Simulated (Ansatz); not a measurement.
Runs of Ansatz 0.2.0 on Ge. It takes space group I4_1/amd (No. 141, tetragonal). Conventional cell: a = 5.149 Å, b = 5.149 Å, c = 2.795 Å, α = 90.00°, β = 90.00°, γ = 90.00°. Ge (site symmetry -4m2) has 6 Ge at 2.67 to 2.79 Å as nearest neighbours. This isn't the form of Ge at room conditions, which is diamond.

```tsv
task	level	cell	k mesh	cutoff (eV)	smearing	pressure (GPa)	relaxed volume (Å³/atom)
relaxation of cell and atoms	LDA	relaxed	11 × 11 × 11	-	fermi-dirac 0.05 eV	0.0	17.95
elastic constants	LDA	as given	8 × 8 × 8	276	fermi-dirac 0.05 eV	-2.6	-
relaxation of cell and atoms	BLYP+D3(BJ)	relaxed	11 × 11 × 11	-	fermi-dirac 0.05 eV	0.0	19.20
band structure	LDA	the cell as VASP's run set it	11 × 11 × 11	255	gaussian 0.05 eV	(a)	-
```

Alike in all rows: potentials or basis all-electron LAPW, scalar-relativistic; no spin polarisation; basis error allowed 0.001 eV/atom.

**Question.** Fill in the values left out.

**Answer.** (a) -2.4.

Caveats: the k mesh is thin for a metal, which can move the energy by tens of meV per atom (some runs); a metal's response needs a denser mesh (some runs); elastic constants of metals need much finer meshes, so these are rough (some runs).

Runs at the PBE level aren't shown here.
